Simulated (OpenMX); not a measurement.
Crystal: SnO.

```
Sn O
1.0
     3.13193    0.00000    0.00000
     0.00000    3.13193    0.00000
     0.00000    0.00000    3.13193
Sn O
1 1
Direct
  0.00000 0.00000 0.00000
  0.50000 0.50000 0.50000
```

The cell was built by a generator and needn't be a form met in nature.

Base run:

| Item | Value |
| --- | --- |
| Program | OpenMX 3.8.5 |
| Functional | PBE |
| Dispersion | D3 |
| Potentials or basis | OpenMX 2013 PBE set, Sn7.0-s3p2d2, O6.0-s2p2d1, grid cutoff 500 Ry |
| k mesh | 7 × 7 × 7 |
| Occupations | fermi-dirac, width 0.05 eV |
| Spin | no spin polarisation |

Its results: band gap on the k mesh none (metal or under the smearing width); pressure -4.0 GPa.

The run is repeated on the same cell with these changes: dispersion from D3 to D3(BJ). What comes out?

Band gap on the k mesh none (metal or under the smearing width); pressure -5.4 GPa.

Caveats: the basis of atomic orbitals isn't converged, which shifts pressures, moduli and gaps; pairwise dispersion overbinds metals, which lowers pressure and volume.
